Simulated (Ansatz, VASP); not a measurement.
## One calculation of SnO2, two programs

The input INCAR:

```
SYSTEM = SnO2
ALGO = Normal
EDIFF = 1E-6
ENCUT = 520
GGA = CA
ISIF = 2
ISMEAR = -1
LASPH = .TRUE.
LCHARG = .FALSE.
LREAL = .FALSE.
LWAVE = .FALSE.
NBANDS = 35
NELM = 60
PREC = Accurate
SIGMA = 0.03
```

KPOINTS

```
k-points
0
G
  4 4 6
  0 0 0
```

Contents of POSCAR:

```
SnO2
1.0
    4.6426030000      0.0000000000      0.0000000000
    0.0000000000      4.6426030000      0.0000000000
    0.0000000000      0.0000000000      3.1864000000
Sn O
2 4
Direct
    0.0000000000      0.0000000000      0.0000000000
    0.5000000000      0.5000000000      0.5000000000
    0.3056200000      0.3056200000      0.0000000000
    0.1943800000      0.8056200000      0.5000000000
    0.6943800000      0.6943800000      0.0000000000
    0.8056200000      0.1943800000      0.5000000000
```

Input for Ansatz:

```yaml
crystal:
  lattice:
    - [4.642603, 0.0, 0.0]
    - [0.0, 4.642603, 0.0]
    - [0.0, 0.0, 3.1864]
  atoms:
    - { symbol: Sn, position: [0.0, 0.0, 0.0] }
    - { symbol: Sn, position: [0.5, 0.5, 0.5] }
    - { symbol: O, position: [0.30562, 0.30562, 0.0] }
    - { symbol: O, position: [0.19438, 0.80562, 0.5] }
    - { symbol: O, position: [0.69438, 0.69438, 0.0] }
    - { symbol: O, position: [0.80562, 0.19438, 0.5] }
kpoints:
  mp_grid: { grid: [4, 4, 6] }
  band_path:
    path:
      - [0.0, 0.0, 0.0]
      - [0.0, 0.5, 0.0]
      - [0.5, 0.5, 0.0]
      - [0.0, 0.0, 0.0]
      - [0.0, 0.0, 0.5]
      - [0.0, 0.5, 0.5]
      - [0.5, 0.5, 0.5]
      - [0.0, 0.0, 0.5]
      - [0.0, 0.5, 0.0]
    npoints: 5
scf:
  occupations: { method: fermi_dirac, width: 0.03 }
hamiltonian:
  xc: lda
  pseudopotentials: { kind: all_electron, lapw: { basis_error: 0.001 } }
output:
  forces: true
  stress: true
  eigenvalues: true
```

Change from the starting cell: equal xx and yy strain of -2 %.

Alike in both runs: task single point; functional LDA; k mesh 4 × 4 × 6; occupations fermi-dirac, width 0.03 eV; no spin polarisation.

|  | VASP | Ansatz |
| --- | --- | --- |
| version | VASP 6.6.1 | Ansatz 0.2.0 |
| potentials or method | VASP PAW LDA potentials, release 64 (Sn_d, O) | all-electron LAPW, scalar-relativistic |
| plane-wave cutoff (eV) | 520 | see its input |

|  | VASP | Ansatz | Ansatz less VASP |
| --- | --- | --- | --- |
| gap on the k mesh at the Fermi level (eV) | 1.57 | 1.54 | -0.033 |
| pressure (GPa) | 8.8 | 7.7 | -1.11 |
| largest component of the traceless stress (GPa) | 1.02 | 1.28 | +0.261 |
| rms of the force components (eV/Å) | 0.015 | 0.023 | +0.0079 |

Atom by atom the forces differ by 0.008 eV/Å (rms over components). Ansatz ran all-electron here, so the differences hold the error of VASP's frozen core and of both bases.

Caveats: spin-orbit coupling is left out, which moves the levels of the heavy elements.
